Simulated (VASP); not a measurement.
# TiO2 (Anatase) (I4_1/amd) in VASP: further runs

The runs below take TiO2 (Anatase) through single point, with PBE.

All numbers are computed with VASP 6.6.1; they aren't measurements. Logs are shortened: lines on timing, memory, paths and dates and some standing lists are left out, and cuts for length are marked.

## Step 1: The structure

The structure is tetragonal, space group I4_1/amd (No. 141). The conventional cell has a = 3.784 Å, b = 3.784 Å, c = 9.515 Å, α = 90.00°, β = 90.00°, γ = 90.00°. Ti (site symmetry -4m2) is surrounded by 6 O at 1.93 to 1.98 Å. O (site symmetry 2mm) is surrounded by 3 Ti at 1.93 to 1.98 Å.

## Step 2: Single point, PBE

Input file INCAR:

```
SYSTEM = TiO2
ADDGRID = .FALSE.
ALGO = Normal
EDIFF = 1E-7
ENCUT = 900
GGA = PE
ISIF = 2
ISMEAR = 0
LASPH = .TRUE.
LCHARG = .FALSE.
LREAL = .FALSE.
LWAVE = .FALSE.
NELM = 100
PREC = Accurate
SIGMA = 0.05
```

Input file KPOINTS:

```
k-points
0
G
  5 5 5
  0 0 0
```

Input file POSCAR:

```
TiO2
1.0
   -1.8921000000      1.8921000000      4.7573000000
    1.8921000000     -1.8921000000      4.7573000000
    1.8921000000      1.8921000000     -4.7573000000
Ti O
2 4
Direct
    0.7500000000      0.2500000000      0.5000000000
    0.0000000000      0.0000000000      0.0000000000
    0.7919000000      0.7919000000      0.0000000000
    0.5419000000      0.0419000000      0.5000000000
    0.9581000000      0.4581000000      0.5000000000
    0.2081000000      0.2081000000      0.0000000000
```

Potentials or basis: VASP PAW PBE potentials, release 64 (Ti, O).

Started as:

```console
cat potpaw_PBE.64/Ti/POTCAR potpaw_PBE.64/O/POTCAR > POTCAR
mpirun -np 1 vasp_std > vasp.out
```

OUTCAR:

```text
SYSTEM = TiO2
   EDIFF = 1E-7
   ENCUT = 900
   GGA = PE
   ISIF = 2
   ISMEAR = 0
   LASPH = .TRUE.
   LREAL = .FALSE.
   NELM = 100
   PREC = Accurate

 Found     18 irreducible k-points:

 Following reciprocal coordinates:
            Coordinates               Weight
  0.000000  0.000000  0.000000      1.000000
  0.200000 -0.000000  0.000000      8.000000
  0.400000  0.000000  0.000000      8.000000
  0.200000  0.200000  0.000000      8.000000
  0.400000  0.200000  0.000000     16.000000
 -0.400000  0.200000 -0.000000     16.000000
   k-points           NKPTS =     18   k-points in BZ     NKDIM =     18   number of bands    NBANDS=     20
   number of dos      NEDOS =    301   number of ions     NIONS =      6
   total plane-waves  NPLWV = 157464
   dimension x,y,z NGX =    54 NGY =   54 NGZ =   54
   dimension x,y,z NGXF=   108 NGYF=  108 NGZF=  108
   ions per type =               2   4
   NGX,Y,Z   is equivalent  to a cutoff of  16.45, 16.45, 16.45 a.u.
   NGXF,Y,Z  is equivalent  to a cutoff of  32.89, 32.89, 32.89 a.u.
 SYSTEM =  TiO2
   PREC   = accura    normal or accurate (medium, high low for compatibility)
   ISTART =      0    job   : 0-new  1-cont  2-samecut
   ICHARG =      2    charge: 1-file 2-atom 10-const
   ISPIN  =      1    spin polarized calculation?
   LNONCOLLINEAR =      F non collinear calculations
   LSORBIT =      F    spin-orbit coupling
   LASPH  =      T    aspherical Exc in radial PAW
   ENCUT  =  900.0 eV  66.15 Ry    8.13 a.u.  13.35 13.35 13.35*2*pi/ulx,y,z
   NELM   =    100;   NELMIN=  2; NELMDL= -5     # of ELM steps
   EDIFF  = 0.1E-06   stopping-criterion for ELM
   LREAL  =      F    real-space projection
   EDIFFG = 0.1E-05   stopping-criterion for IOM
   NSW    =      0    number of steps for IOM
   IBRION =     -1    ionic relax: 0-MD 1-quasi-New 2-CG
   NFREE  =      0    steps in history (QN), initial steepest desc. (CG)
   ISIF   =      2    stress and relaxation
   ISYM   =      2    0-nonsym 1-usesym 2-fastsym
   POTIM  = 0.5000    time-step for ionic-motion
   TEBEG  =    0.0;   TEEND  =   0.0 temperature during run
   PSTRESS=    0.0 pullay stress
   NELECT =      32.0000    total number of electrons
   NUPDOWN=      -1.0000    fix difference up-down
   EMIN   =  10.00;   EMAX   =-10.00  energy-range for DOS
[... 5 lines left out ...]
     AMIX     =   0.40;   BMIX     =  1.00
     AMIX_MAG =   1.60;   BMIX_MAG =  1.00
  volume/ion in A,a.u.               =      11.35        76.62
  Fermi-wavevector in a.u.,A,eV,Ry     =   1.272590  2.404847 22.034444  1.619486
  Thomas-Fermi vector in A             =   2.405460
   LORBIT       =      0    0 simple, 1 ext, 2 COOP (PROOUT), +10 PAW based schemes
   GGA     = PE    functional components
   LHFCALC =     F    Hartree Fock is set to
   AEXX    =    0.0000 exact exchange contribution
   IVDW    =     0    specifies the selected vdW correction
   LEPSILON=     F    determine dielectric tensor
   LRPA    =     F    only Hartree local field effects (RPA)
 non-spin polarized calculation
 Gauss-broadening in eV      SIGMA  =   0.05
  energy-cutoff  :      900.00
  volume of cell :       68.13
 maximum number of plane-waves:      4203
 NGX is ok and might be reduce to    54
   NGX = 27   NGY = 27   NGZ = 27

 number of electron      32.0000000 magnetization

 Free energy of the ion-electron system (eV)
  ---------------------------------------------------
  ext. energy  EPLUGINS =         0.00000000
  ---------------------------------------------------
  free energy    TOTEN  =       -52.94240947 eV

  energy without entropy =      -52.94240947  energy(sigma->0) =      -52.94240947

 E-fermi :   0.9047     XC(G=0): -10.5249

 val. band max:        0.6858708408   @ k =  -0.4000   0.4000   0.0000
 cond. band min:       2.6403778478   @ k =   0.0000   0.0000   0.0000
 fundamental gap:      1.9545070070
 Fermi energy:         0.9047009063

 k-point     1 :       0.0000    0.0000    0.0000
  band No.  band energies     occupation
      1     -16.9989      2.00000
      2     -15.9514      2.00000
      3     -15.9390      2.00000
      4     -15.4727      2.00000
      5      -3.2751      2.00000
      6      -3.1589      2.00000
[... 12 lines left out ...]
     19       4.4704      0.00000
     20       4.4709      0.00000

 k-point     2 :       0.2000   -0.0000    0.0000
  band No.  band energies     occupation
      1     -16.8210      2.00000
      2     -15.9009      2.00000
      3     -15.8546      2.00000
      4     -15.4625      2.00000
      5      -3.6564      2.00000
      6      -3.2678      2.00000
[... 12 lines left out ...]
     19       3.8710      0.00000
     20       4.1405      0.00000

 k-point     3 :       0.4000    0.0000    0.0000
  band No.  band energies     occupation
      1     -16.5301      2.00000
      2     -15.7500      2.00000
      3     -15.7169      2.00000
      4     -15.4963      2.00000
      5      -3.9449      2.00000
      6      -3.2221      2.00000
[... 12 lines left out ...]
     19       4.0766      0.00000
     20       4.1320      0.00000

 k-point     4 :       0.2000    0.2000    0.0000
  band No.  band energies     occupation
      1     -16.5901      2.00000
      2     -15.8910      2.00000
      3     -15.7625      2.00000
      4     -15.4721      2.00000
      5      -3.7451      2.00000
      6      -3.5548      2.00000
[... 12 lines left out ...]
     19       3.7646      0.00000
     20       4.1264      0.00000

 k-point     5 :       0.4000    0.2000    0.0000
  band No.  band energies     occupation
      1     -16.2878      2.00000
      2     -15.7410      2.00000
      3     -15.6334      2.00000
      4     -15.4916      2.00000
      5      -3.9741      2.00000
      6      -3.6163      2.00000
[... 12 lines left out ...]
     19       4.1015      0.00000
     20       4.2021      0.00000

 k-point     6 :      -0.4000    0.2000   -0.0000
  band No.  band energies     occupation
      1     -16.3630      2.00000
      2     -15.6865      2.00000
      3     -15.6449      2.00000
      4     -15.4492      2.00000
      5      -3.9228      2.00000
      6      -3.5900      2.00000
[... 12 lines left out ...]
     19       4.0867      0.00000
     20       4.2658      0.00000

 [... further k-points ...]
[... 5 lines left out ...]
  --------------------------------------------------------------------------------------
  -------------------------------------------------------------------------------------
  Total        3.5839263      3.5839263      3.7716080      0.0000000      0.0000000      0.0000000
  in kB       84.2870689     84.2870689     88.7009813      0.0000000      0.0000000      0.0000000
  external PRESSURE =      85.7583730 kB  Pullay stress =       0.0000000 kB

 VOLUME and BASIS-vectors are now :
 -----------------------------------------------------------------------------
  energy-cutoff  :      900.00
  volume of cell :       68.13
      direct lattice vectors                 reciprocal lattice vectors
    -1.892100000  1.892100000  4.757300000     0.000000000  0.264256646  0.105101633
     1.892100000 -1.892100000  4.757300000     0.264256646  0.000000000  0.105101633
     1.892100000  1.892100000 -4.757300000     0.264256646  0.264256646  0.000000000

 POSITION                                       TOTAL-FORCE (eV/Angst)
 -----------------------------------------------------------------------------------
      0.00000      1.89210      2.37865        -0.000000     -0.000000      0.000000
      0.00000      0.00000      0.00000        -0.000000     -0.000000      0.000000
      0.00000      0.00000      7.53461        -0.000000      0.000000     -0.159252
      0.00000      1.89210      0.39866         0.000000     -0.000000     -0.159252
      0.00000      1.89210      4.35864         0.000000     -0.000000      0.159252
      0.00000      0.00000      1.97999        -0.000000      0.000000      0.159252
 -----------------------------------------------------------------------------------
    total drift:                               -0.000000      0.000000     -0.000000

  FREE ENERGIE OF THE ION-ELECTRON SYSTEM (eV)
  ---------------------------------------------------
  free  energy   TOTEN  =       -52.9424094706 eV

  energy  without entropy=      -52.9424094706  energy(sigma->0) =      -52.94240947
```

Run time: 1.8 min. Hardware: 1 thread of Intel Xeon Platinum 8488C (Sapphire Rapids), shared host; peak memory 0.39 GiB.

These settings aren't checked as converged: the numbers below hold their error.

Results:

```
Free energy            : -52.9424 eV
Pressure               : 8.6 GPa
Largest force          : 0.159 eV/Å
Band gap on the k mesh : 1.95 eV, indirect (least direct gap 2.28 eV)
```

Caveat: the k mesh is coarse (spacing up to 0.47 Å⁻¹), so the values aren't converged; an odd mesh through Γ misses points on the zone boundary, where band edges often lie.

## Step 3: Single point, PBE

INCAR is that of step 2.

KPOINTS is that of step 2.

Input file POSCAR:

```
TiO2
1.0
   -1.8921000000      1.8921000000      4.7573000000
    1.8921000000     -1.8921000000      4.7573000000
    1.8921000000      1.8921000000     -4.7573000000
Ti O
2 4
Direct
    0.7634100000      0.2505420000      0.5022120000
    0.0240310000     -0.0225460000     -0.0109780000
    0.8032660000      0.7916050000      0.0039110000
    0.5255800000      0.0234350000      0.4817660000
    0.9615640000      0.4693800000      0.5068500000
    0.1853180000      0.2146180000     -0.0384270000
```

Potentials or basis: VASP PAW PBE potentials, release 64 (Ti, O).

Started as:

```console
cat potpaw_PBE.64/Ti/POTCAR potpaw_PBE.64/O/POTCAR > POTCAR
mpirun -np 1 vasp_std > vasp.out
```

Wall time 5.8 min (1 thread of Intel Xeon Platinum 8488C (Sapphire Rapids), shared host); peak memory 0.49 GiB.

These settings aren't checked as converged: the numbers below hold their error.

Results:

| Item | Value |
| --- | --- |
| Free energy | -52.5263 eV |
| Pressure | 11.9 GPa |
| Largest force | 3.044 eV/Å |
| Band gap on the k mesh | 2.22 eV, indirect (least direct gap 2.63 eV) |

Caveat: the k mesh is coarse (spacing up to 0.47 Å⁻¹), so the values aren't converged; an odd mesh through Γ misses points on the zone boundary, where band edges often lie.

## Step 4: Single point, PBE

Changes to INCAR since step 3:

```diff
@@ -4,3 +4,3 @@
 EDIFF = 1E-7
-ENCUT = 900
+ENCUT = 460
 GGA = PE
```

Input file KPOINTS:

```
k-points
0
G
  7 7 7
  0 0 0
```

Input file POSCAR:

```
TiO2
1.0
   -1.8921000000      1.8921000000      4.7573000000
    1.8921000000     -1.8921000000      4.7573000000
    1.8921000000      1.8921000000     -4.7573000000
Ti O
2 4
Direct
    0.7500000000      0.2500000000      0.5000000000
    0.0000000000      0.0000000000      0.0000000000
    0.7919000000      0.7919000000      0.0000000000
    0.5419000000      0.0419000000      0.5000000000
    0.9581000000      0.4581000000      0.5000000000
    0.2081000000      0.2081000000      0.0000000000
```

Started as:

```console
cat potpaw_PBE.64/Ti/POTCAR potpaw_PBE.64/O/POTCAR > POTCAR
mpirun -np 1 vasp_std > vasp.out
```

It took 72 s on 1 thread of Intel Xeon Platinum 8488C (Sapphire Rapids), shared host; peak memory 0.25 GiB.

The run converged, but some of its settings lie outside the range that counts as converged, so its numbers aren't taken as properties of the crystal.

What came out:

* Free energy: -52.9288 eV
* Pressure: 7.6 GPa
* Largest force: 0.167 eV/Å
* Band gap on the k mesh: 1.94 eV, indirect (least direct gap 2.26 eV)

Caveat: the cutoff is under 1.25 times the usual one of these potentials, so pressure, stress and relaxed cells hold a basis-set (Pulay) error; an odd mesh through Γ misses points on the zone boundary, where band edges often lie.
